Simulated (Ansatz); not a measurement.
Theory: DFT PBE, scalar-relativistic, plane waves, PAW (Ansatz 0.2.0). All cells share a 420 eV cutoff and Γ-centred k meshes spaced at most about 0.3 Å⁻¹ (about 0.25 or finer for metals, 2π included). No spin polarisation in the final relaxations.

All energies are static (0 K, no zero-point motion).

Two forms of SiGe2 were relaxed alike.

A.

```xyz
6
Lattice="2.9623 0.0000 0.0000 -1.4812 2.5654 0.0000 0.0000 0.0000 14.1292" Properties=species:S:1:pos:R:3 pbc="T T T"
Si    1.4812    0.8551    4.7650
Si    1.4812    0.8551    9.3643
Ge    0.0000    1.7103   11.5989
Ge    0.0000    1.7103    2.5303
Ge    0.0000    1.7103    7.0646
Ge    1.4812    0.8551    0.0000
```

B.

```xyz
3
Lattice="3.0451 0.0000 0.0000 -1.5225 2.6371 0.0000 0.0000 0.0000 7.1138" Properties=species:S:1:pos:R:3 pbc="T T T"
Si    0.0000    0.0000    3.5569
Ge    1.5225    0.8790    5.6100
Ge    0.0000    1.7581    1.5038
```

Question: Which is lower in energy, and by how much?

Answer: B is lower, by 11 meV/atom. A has Si and Ge ordered on hcp sites, space group P-6m2 (No. 187), 17.9 Å³/atom and no gap on its mesh; B has Si and Ge ordered on fcc sites, space group P-3m1 (No. 164), 19.0 Å³/atom and no gap. Counting Ge atoms around Si (those within 1.25 times the shortest such distance or 1.15 times the sum of covalent radii; the shortest distance is added where it is long for a bond), A has Si 6 from 2.8 Å and B has Si 6. Even the lower one lies +0.43 eV/atom against the reference forms of the elements (uncorrected), so neither is stable at this level. Both come from invented guesses. A third cell relaxed alike, in P6/mmm, lies 116 meV/atom below the lower of the two.

The k mesh leaves some 4 meV/atom of noise in the energy of each metallic cell. Weakly bound directions are ill-defined at this level, which has no dispersion term (P-3m1), and this can change margins and order among such cells. Cells relaxed within their symmetry can be saddle points.

Both cells pay mainly for giving up tetrahedral bonding. Silicon and germanium are isovalent, similar in size and electronegativity, and mix readily on the diamond lattice, so the +0.43 eV/atom of B reflects the imposed close-packed-like framework rather than any aversion between the two elements. With six Ge neighbours around each Si, four valence electrons per atom cannot fill a separate two-electron bond to every neighbour. Bonding becomes delocalised, the contacts lengthen and the gap closes, much as in the dense metallic forms of the elements under pressure.

The coordinates show that Si sits in a trigonal prism of Ge in A but in an octahedron in B, where Ge–Si–Ge slabs are separated by a wider Ge–Ge spacing. The margin of 11 meV/atom therefore combines a change of local geometry with a change in how the layers connect, and can't be credited to either alone. The P6/mmm cell shows that neither is the best arrangement even among those tried. A's smaller volume suggests that compression would favour it over B.
